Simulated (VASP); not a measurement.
# GaSb2 (Fm-3m) in VASP: single point with PBE

Aim: the single point of GaSb2 with PBE.

All numbers are computed with VASP 6.6.1; they aren't measurements. Logs are shortened: lines on timing, memory, paths and dates and some standing lists are left out, and cuts for length are marked.

## 1. The crystal as given

Symmetry: Fm-3m, No. 225, cubic system. Conventional cell: a = 6.458 Å, b = 6.458 Å, c = 6.458 Å, α = 90.00°, β = 90.00°, γ = 90.00°. Ga (site symmetry m-3m) has 8 Sb at 2.80 Å as nearest neighbours. Around Sb (site symmetry -43m) lie 4 Ga at 2.80 Å.

The cell was built by a generator and needn't be a form met in nature.

## 2. Single point, PBE

File INCAR:

```
ALGO = Normal ; EDIFF = 1E-7
ENCUT = 520 ; GGA = PE
ISIF = 2 ; ISMEAR = 1
LASPH = True ; LCHARG = True
LELF = True ; LREAL = False
LVHAR = True ; LWAVE = False
NBANDS = 18 ; NELM = 60
PREC = Accurate ; SIGMA = 0.209
```

File KPOINTS:

```
k-points
0
Gamma
  7 7 7
```

File POSCAR:

```
GaSb2
1.0
    0.0000000000      3.2292410000      3.2292410000
    3.2292410000      0.0000000000      3.2292410000
    3.2292410000      3.2292410000      0.0000000000
Ga Sb
1 2
Direct
    0.0000000000      0.0000000000      0.0000000000
    0.2500000000      0.2500000000      0.2500000000
    0.7500000000      0.7500000000      0.7500000000
```

Potentials or basis: VASP PAW PBE potentials, release 64 (Ga_d, Sb).

Started as:

```bash
$ cat potpaw_PBE.64/Ga_d/POTCAR potpaw_PBE.64/Sb/POTCAR > POTCAR
$ mpirun -np 1 vasp_std > vasp.out
```

OUTCAR:

```text
EDIFF = 1E-7
   ENCUT = 520
   GGA = PE
   ISIF = 2
   ISMEAR = 1
   LASPH = True
   LREAL = False
   NELM = 60
   PREC = Accurate

 ion  position               nearest neighbor table
   1  0.000  0.000  0.000-   3 2.80   3 2.80   3 2.80   2 2.80   3 2.80   2 2.80   2 2.80   2 2.80

   2  0.250  0.250  0.250-   1 2.80   1 2.80   1 2.80   1 2.80   3 3.23   3 3.23   3 3.23   3 3.23
                             3 3.23   3 3.23
   3  0.750  0.750  0.750-   1 2.80   1 2.80   1 2.80   1 2.80   2 3.23   2 3.23   2 3.23   2 3.23
                             2 3.23   2 3.23

  LATTYP: Found a face centered cubic cell.
 ALAT       =     6.4584820000

  Lattice vectors:

 A1 = (   0.0000000000,   3.2292410000,   3.2292410000)
 A2 = (   3.2292410000,   0.0000000000,   3.2292410000)
 A3 = (   3.2292410000,   3.2292410000,   0.0000000000)

Analysis of symmetry for initial positions (statically):
=====================================================================
 Subroutine PRICEL returns:
 Original cell was already a primitive cell.

 Routine SETGRP: Setting up the symmetry group for a
 face centered cubic supercell.

 Subroutine GETGRP returns: Found 48 space group operations
 (whereof 48 operations were pure point group operations)
 out of a pool of 48 trial point group operations.

The static configuration has the point symmetry O_h .

Analysis of symmetry for dynamics (positions and initial velocities):
=====================================================================
 Subroutine PRICEL returns:
 Original cell was already a primitive cell.

 Routine SETGRP: Setting up the symmetry group for a
 face centered cubic supercell.

 Subroutine GETGRP returns: Found 48 space group operations
 (whereof 48 operations were pure point group operations)
 out of a pool of 48 trial point group operations.

The dynamic configuration has the point symmetry O_h .

 Subroutine INISYM returns: Found 48 space group operations
 (whereof 48 operations are pure point group operations),
 and found     1 'primitive' translations

----------------------------------------------------------------------------------------

                                     Primitive cell

  volume of cell :      67.3490

  direct lattice vectors                    reciprocal lattice vectors
     0.000000000  3.229241000  3.229241000    -0.154835145  0.154835145  0.154835145
     3.229241000  0.000000000  3.229241000     0.154835145 -0.154835145  0.154835145
     3.229241000  3.229241000  0.000000000     0.154835145  0.154835145 -0.154835145

  length of vectors
     4.566836418  4.566836418  4.566836418     0.268182339  0.268182339  0.268182339

  position of ions in fractional coordinates (direct lattice)
     0.000000000  0.000000000  0.000000000
     0.250000000  0.250000000  0.250000000
     0.750000000  0.750000000  0.750000000

  ion indices of the primitive-cell ions
   primitive index   ion index
                 1           1
                 2           2
                 3           3

----------------------------------------------------------------------------------------

 KPOINTS: k-points

Automatic generation of k-mesh.
 Grid dimensions read from file:
 generate k-points for:    7    7    7

 Generating k-lattice:

  Cartesian coordinates                     Fractional coordinates (reciprocal lattice)
    -0.022119306  0.022119306  0.022119306     0.142857143  0.000000000  0.000000000
     0.022119306 -0.022119306  0.022119306     0.000000000  0.142857143  0.000000000
     0.022119306  0.022119306 -0.022119306     0.000000000  0.000000000  0.142857143

  Length of vectors
     0.038311763  0.038311763  0.038311763

  Shift w.r.t. Gamma in fractional coordinates (k-lattice)
     0.000000000  0.000000000  0.000000000

 Subroutine IBZKPT returns following result:
 ===========================================

 Found     20 irreducible k-points:

 Following reciprocal coordinates:
            Coordinates               Weight
  0.000000  0.000000  0.000000      1.000000
  0.142857  0.000000  0.000000      8.000000
  0.285714  0.000000  0.000000      8.000000
  0.428571  0.000000  0.000000      8.000000
  0.142857  0.142857  0.000000      6.000000
  0.285714  0.142857  0.000000     24.000000
[... 12 lines left out ...]
 -0.428571  0.428571  0.142857     24.000000
 -0.285714  0.428571  0.142857     24.000000
   k-points           NKPTS =     20   k-points in BZ     NKDIM =     20   number of bands    NBANDS=     18
   number of dos      NEDOS =    301   number of ions     NIONS =      3
   total plane-waves  NPLWV =  46656
   dimension x,y,z NGX =    36 NGY =   36 NGZ =   36
   dimension x,y,z NGXF=    72 NGYF=   72 NGZF=   72
   ions per type =               1   2
   NGX,Y,Z   is equivalent  to a cutoff of  13.11, 13.11, 13.11 a.u.
   NGXF,Y,Z  is equivalent  to a cutoff of  26.21, 26.21, 26.21 a.u.
 SYSTEM =  unknown system
   PREC   = accura    normal or accurate (medium, high low for compatibility)
   ISTART =      0    job   : 0-new  1-cont  2-samecut
   ICHARG =      2    charge: 1-file 2-atom 10-const
   ISPIN  =      1    spin polarized calculation?
   LNONCOLLINEAR =      F non collinear calculations
   LSORBIT =      F    spin-orbit coupling
   LASPH  =      T    aspherical Exc in radial PAW
   ENCUT  =  520.0 eV  38.22 Ry    6.18 a.u.   8.49  8.49  8.49*2*pi/ulx,y,z
   NELM   =     60;   NELMIN=  2; NELMDL= -5     # of ELM steps
   EDIFF  = 0.1E-06   stopping-criterion for ELM
   LREAL  =      F    real-space projection
   EDIFFG = 0.1E-05   stopping-criterion for IOM
   NSW    =      0    number of steps for IOM
   IBRION =     -1    ionic relax: 0-MD 1-quasi-New 2-CG
   NFREE  =      0    steps in history (QN), initial steepest desc. (CG)
   ISIF   =      2    stress and relaxation
   ISYM   =      2    0-nonsym 1-usesym 2-fastsym
   POTIM  = 0.5000    time-step for ionic-motion
   TEBEG  =    0.0;   TEEND  =   0.0 temperature during run
   PSTRESS=    0.0 pullay stress
   NELECT =      23.0000    total number of electrons
   NUPDOWN=      -1.0000    fix difference up-down
   EMIN   =  10.00;   EMAX   =-10.00  energy-range for DOS
   EFERMI =   0.00;   METHOD = LEGACY
   ISMEAR =     1;   SIGMA  =   0.21  broadening in eV -4-tet -1-fermi 0-gaus
   EFERMI_NEDOS =   21; number of points for ismear=-14 and -15
   IALGO  =     38    algorithm
   IMIX   =      4    mixing-type and parameters
     AMIX     =   0.40;   BMIX     =  1.00
     AMIX_MAG =   1.60;   BMIX_MAG =  1.00
  volume/ion in A,a.u.               =      22.45       151.50
  Fermi-wavevector in a.u.,A,eV,Ry     =   1.144301  2.162416 17.815809  1.309425
  Thomas-Fermi vector in A             =   2.280994
   LORBIT       =      0    0 simple, 1 ext, 2 COOP (PROOUT), +10 PAW based schemes
   GGA     = PE    functional components
   LHFCALC =     F    Hartree Fock is set to
   AEXX    =    0.0000 exact exchange contribution
   IVDW    =     0    specifies the selected vdW correction
   LEPSILON=     F    determine dielectric tensor
   LRPA    =     F    only Hartree local field effects (RPA)
 non-spin polarized calculation
 Methfessel and Paxton  Order N= 1 SIGMA  =   0.21
  energy-cutoff  :      520.00
  volume of cell :       67.35
 maximum number of plane-waves:      1837
 NGX is ok and might be reduce to    36
   NGX = 17   NGY = 17   NGZ = 17

 number of electron      22.9999997 magnetization

 Free energy of the ion-electron system (eV)
  ---------------------------------------------------
  ext. energy  EPLUGINS =         0.00000000
  ---------------------------------------------------
  free energy    TOTEN  =        -9.90842972 eV

  energy without entropy =       -9.90777951  energy(sigma->0) =       -9.90821298

 E-fermi :   9.0332     XC(G=0): -10.6069

 val. band max:        9.0320312909   @ k =   0.1429   0.1429   0.0000
 cond. band min:       9.0726559168   @ k =   0.1429   0.1429   0.0000
 fundamental gap:      0.0406246259
 Fermi energy:         9.0332096428

 k-point     1 :       0.0000    0.0000    0.0000
  band No.  band energies     occupation
      1      -6.4460      2.00000
      2      -6.4460      2.00000
      3      -6.4460      2.00000
      4      -6.3795      2.00000
      5      -6.3795      2.00000
      6      -4.8580      2.00000
[... 10 lines left out ...]
     17      11.3818     -0.00000
     18      13.8302      0.00000

 k-point     2 :       0.1429    0.0000    0.0000
  band No.  band energies     occupation
      1      -6.4513      2.00000
      2      -6.4433      2.00000
      3      -6.4433      2.00000
      4      -6.3799      2.00000
      5      -6.3799      2.00000
      6      -4.6418      2.00000
[... 10 lines left out ...]
     17      11.4441     -0.00000
     18      14.9338      0.00000

 k-point     3 :       0.2857    0.0000    0.0000
  band No.  band energies     occupation
      1      -6.4659      2.00000
      2      -6.4375      2.00000
      3      -6.4375      2.00000
      4      -6.3803      2.00000
      5      -6.3803      2.00000
      6      -3.9915      2.00000
[... 10 lines left out ...]
     17      14.0217      0.00000
     18      17.1028      0.00000

 k-point     4 :       0.4286    0.0000    0.0000
  band No.  band energies     occupation
      1      -6.4796      2.00000
      2      -6.4334      2.00000
      3      -6.4334      2.00000
      4      -6.3802      2.00000
      5      -6.3802      2.00000
      6      -2.9324      2.00000
[... 291 lines left out ...]
      4      -6.3849      2.00000
      5      -6.3798      2.00000
      6      -2.4188      2.00000
[... 10 lines left out ...]
     17      15.6451      0.00000
     18      16.3437      0.00000

 k-point    19 :      -0.4286    0.4286    0.1429
  band No.  band energies     occupation
      1      -6.4792      2.00000
      2      -6.4357      2.00000
      3      -6.4204      2.00000
      4      -6.3887      2.00000
      5      -6.3781      2.00000
      6      -2.2308      2.00000
[... 10 lines left out ...]
     17      15.5455      0.00000
     18      16.6327      0.00000

 k-point    20 :      -0.2857    0.4286    0.1429
  band No.  band energies     occupation
      1      -6.4660      2.00000
      2      -6.4512      2.00000
      3      -6.4205      2.00000
      4      -6.3870      2.00000
      5      -6.3797      2.00000
      6      -1.4462      2.00000
[... 10 lines left out ...]
     17      15.8734      0.00000
     18      16.6878      0.00000

------------------------ aborting loop because EDIFF is reached ----------------------------------------

  FORCE on cell =-STRESS in cart. coord.  units (eV):
  Direction    XX          YY          ZZ          XY          YZ          ZX
  --------------------------------------------------------------------------------------
  -------------------------------------------------------------------------------------
  Total        7.0373653      7.0373653      7.0373653      0.0000000      0.0000000      0.0000000
  in kB      167.4130493    167.4130493    167.4130493      0.0000000      0.0000000      0.0000000
  external PRESSURE =     167.4130493 kB  Pullay stress =       0.0000000 kB

 VOLUME and BASIS-vectors are now :
 -----------------------------------------------------------------------------
  energy-cutoff  :      520.00
  volume of cell :       67.35
      direct lattice vectors                 reciprocal lattice vectors
     0.000000000  3.229241000  3.229241000    -0.154835145  0.154835145  0.154835145
     3.229241000  0.000000000  3.229241000     0.154835145 -0.154835145  0.154835145
     3.229241000  3.229241000  0.000000000     0.154835145  0.154835145 -0.154835145

 POSITION                                       TOTAL-FORCE (eV/Angst)
 -----------------------------------------------------------------------------------
      0.00000      0.00000      0.00000        -0.000000      0.000000     -0.000000
      1.61462      1.61462      1.61462         0.000000      0.000000      0.000000
      4.84386      4.84386      4.84386        -0.000000     -0.000000     -0.000000
 -----------------------------------------------------------------------------------
    total drift:                               -0.000000      0.000000      0.000000

  FREE ENERGIE OF THE ION-ELECTRON SYSTEM (eV)
  ---------------------------------------------------
  free  energy   TOTEN  =        -9.9084297172 eV

  energy  without entropy=       -9.9077795118  energy(sigma->0) =       -9.90821298
```

It took 24 s on 1 thread of Intel Xeon Platinum 8559C (Emerald Rapids), shared host; peak memory 0.2 GiB.

Results:

```yaml
Free_energy: -9.9084 eV
Pressure: 16.7 GPa
Band_gap_on_the_k_mesh: none (metal or under the smearing width)
```

Caveat: so large a pressure means that the cell lies far from this level's equilibrium, or that cutoff or potentials fall short.
